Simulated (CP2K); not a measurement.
The system is Pd.

```
CELL_PARAMETERS angstrom
2.75277 0.00000 0.00000
1.37638 2.38397 0.00000
1.37638 0.79466 2.24762
ATOMIC_POSITIONS crystal
Pd 0.00000 0.00000 0.00000
```

Base run:

| Item | Value |
| --- | --- |
| Program | CP2K 2026.2 |
| Functional | RPBE |
| Dispersion | D4 |
| Potentials or basis | POTENTIAL_UZH Pd GTH-PBE-q18; TZVP-MOLOPT-PBE-GTH basis |
| Density cutoff | 6803 eV |
| k mesh | 12 × 12 × 12 |
| Occupations | fermi-dirac, width 0.05 eV |
| Spin | no spin polarisation |

Its results: band gap on the k mesh none (metal or under the smearing width); pressure 3.9 GPa.

Task: After a change of settings the same cell gave: band gap on the k mesh none (metal or under the smearing width); pressure 13.7 GPa. Which change was it?
A. dispersion from D4 to D3(BJ)+ATM
B. dispersion from D4 to D3
C. dispersion from D4 to none
D. dispersion from D4 to D3(BJ)

Result: C.

Dispersion adds attraction, which lowers the pressure at fixed volume and, as a term added to the energy, leaves the levels alone.

Caveats: the potentials were made for another functional, which shifts forces and pressure; the basis of atomic orbitals isn't converged, which shifts pressures, moduli and gaps; pairwise dispersion overbinds metals, which lowers pressure and volume (some runs).
